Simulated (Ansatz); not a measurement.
## MgO: strain energy, fitted

MgO, Fm-3m, a = 4.204 Å. Ansatz: r2SCAN, PAW, 500 eV, Γ-centred 8×8×6 mesh on 4 atoms, Gaussian smearing 0.02 eV; no spin polarisation. Series: uniaxial strain along c, with a, b and atoms relaxed; x is the strain in per cent. The axes a, b, c are those of the computed cell (2.973, 2.973, 4.204 Å), along [1 1 0], [-1 1 0], [0 0 1] of the cell named above. y is the free energy over the unstrained cell, V0 = 9.290 Å³/atom.

| x (%) | y (meV/atom) |
| --- | --- |
| -3.0 | ? |
| -2.0 | 3.38 |
| -1.0 | 0.81 |
| 0.0 | 0.00 |
| 1.0 | 0.74 |
| 2.0 | 2.84 |
| 3.0 | 6.12 |

Problem. Fit y = c2 x² + c3 x³ to the other rows, turn c2 into a modulus, and predict the missing energy.

Solution. Least squares on the rows shown. y = 0.7784 x² − 0.03295 x³. In eV per unit strain² c2 is 7.784; this is Young's modulus along the axis (E = ½ Y V0 ε²): 2 × 7.784 × 160.2 / (9.290) = 268 GPa. At x = -3.0 the fit asked for gives 7.90 meV/atom. The run gave 7.95 meV/atom, so the fit is 0.05 meV/atom too low, a small miss on the scale of the series.